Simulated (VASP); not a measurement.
ZnO (zincite): phonons with PBEsol

The system is ZnO (zincite).

```xyz
4
Lattice="3.2301 0.0000 0.0000 -1.6150 2.7973 0.0000 0.0000 0.0000 5.2141" Properties=species:S:1:pos:R:3 pbc="T T T"
Zn    0.0000    1.8649    2.6072
Zn    1.6150    0.9324    0.0002
O     1.6150    0.9324    1.9760
O     0.0000    1.8649    4.5831
```

```
Program                : VASP 6.6.1
Task                   : phonons
Functional             : PBEsol
Potentials or basis    : VASP PAW PBE potentials, release 64 (Zn, O)
Cutoff                 : 520 eV
k mesh                 : 9 × 9 × 6
Occupations            : gaussian, width 0.01 eV
Spin                   : no spin polarisation
Dipole correction      : no
Further INCAR settings : ALGO = Normal; EDIFF = 1e-08; IBRION = 8; NSW = 1
```

```yaml
Electronic_dielectric_tensor_diagonal: 6.41, 6.41, 6.03
Born_charges_mean_of_the_diagonal: Zn +2.15; O -2.15 e
Highest_phonon_frequency_at_Γ_LO-TO_splitting_left_out: 536 cm⁻¹
```

Phonon frequencies in cm⁻¹ (negative: imaginary):
| q point | frequencies |
| --- | --- |
| (0.000, 0.000, 0.000) | -1 0 0 88 88 251 376 397 397 430 430 536 |

Electronic dielectric tensor:
```
6.41 0.00 0.00
0.00 6.41 0.00
0.00 0.00 6.03
```

Born effective charge tensors (e):
atom 1, Zn
```
2.14 0.00 0.00
0.00 2.14 0.00
0.00 0.00 2.18
```
atom 2, Zn
```
2.14 0.00 0.00
0.00 2.14 0.00
0.00 0.00 2.18
```
atom 3, O
```
-2.14  0.00  0.00
 0.00 -2.14  0.00
 0.00  0.00 -2.18
```
atom 4, O
```
-2.14  0.00  0.00
 0.00 -2.14  0.00
 0.00  0.00 -2.18
```

Wall time 12 min on 1 thread of AMD EPYC 9R45 (Zen 5) (shared host), peak memory 0.59 GiB.

Caveat: the atoms weren't relaxed first, which shifts response properties.
